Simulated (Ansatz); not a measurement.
# AlIn3As4: the cell at several levels of theory

Cell and atoms of an ordered 8-atom cell of AlIn3As4 on the zincblende lattice (P-43m) are relaxed in turn with PBE and r2SCAN. This is a trial cell built on a prototype, not taken from a measured structure, and it needn't be the compound's ground state.

Code: Ansatz 0.2.0. PAW datasets, plane waves, zero pressure. The calculation is spin-unpolarised, and the structure need not be a phase that has been made.

### 1 The system as given

This is the cell as the run starts from it, not yet at rest; its lengths are not the crystal's.

The symmetry is P-43m (No. 215, cubic); a = 5.814 Å in the conventional setting, 24.57 Å³ an atom. Al has 4 As at 2.52 Å; As has 1 Al at 2.52 Å and 3 In at 2.52 Å; In has 4 As at 2.52 Å.

As a file:

Space group P-43m (No. 215). a = 5.814 Å, b = 5.814 Å, c = 5.814 Å, α = 90.00°, β = 90.00°, γ = 90.00°
| atom | site | symmetry | x | y | z |
| --- | --- | --- | --- | --- | --- |
| Al | 1a | -43m | 0.0000 | 0.0000 | 0.0000 |
| As | 4e | .3m | 0.2500 | 0.2500 | 0.2500 |
| In | 3c | -42.m | 0.5000 | 0.5000 | 0.0000 |

### 2 PBE: cell and atoms

The input, input.yaml:

```yaml
crystal:
  lattice:
    - [5.8143213559, 0.0, 0.0]
    - [0.0, 5.8143213559, 0.0]
    - [0.0, 0.0, 5.8143213559]
  atoms:
    - { symbol: Al, position: [0.0, 0.0, 0.0] }
    - { symbol: As, position: [0.25, 0.25, 0.25] }
    - { symbol: In, position: [0.5, 0.5, 0.0] }
    - { symbol: As, position: [0.75, 0.75, 0.25] }
    - { symbol: In, position: [0.5, 0.0, 0.5] }
    - { symbol: As, position: [0.75, 0.25, 0.75] }
    - { symbol: In, position: [0.0, 0.5, 0.5] }
    - { symbol: As, position: [0.25, 0.75, 0.75] }
kpoints:
  mp_grid: { grid: [4, 4, 4] }
hamiltonian:
  xc: pbe
scf:
  occupations: { method: fermi_dirac, width: 0.02 }
relax:
  f_tol: 0.005
  cell: {}
output:
  write_density: true
  write_potential: true
  elf: true
  volumetric_format: npy
```

Launch:

```console
$ ansatz run input.yaml --threads 4 --pin off --max-ram 6451MiB --backend cpu --events-out ev --progress --plain --runs-dir out
```

After this run come: Relaxing with r2SCAN.

Q: Predict the outcome of this session. Wanted: for each run, a; volume; space group; SCF geometries.

The runs gave:

```
 level  a (Å)  volume (Å³/atom)  space group  SCF geometries
   PBE  6.066            27.900        P-43m               6
r2SCAN  5.995            26.935        P-43m               5
```

The first relaxation changed the volume by +13.6 % from the start. The volume runs from r2SCAN (least) to PBE (most), a spread of 3.6 %, or 1.2 % in length if all axes shared it alike.
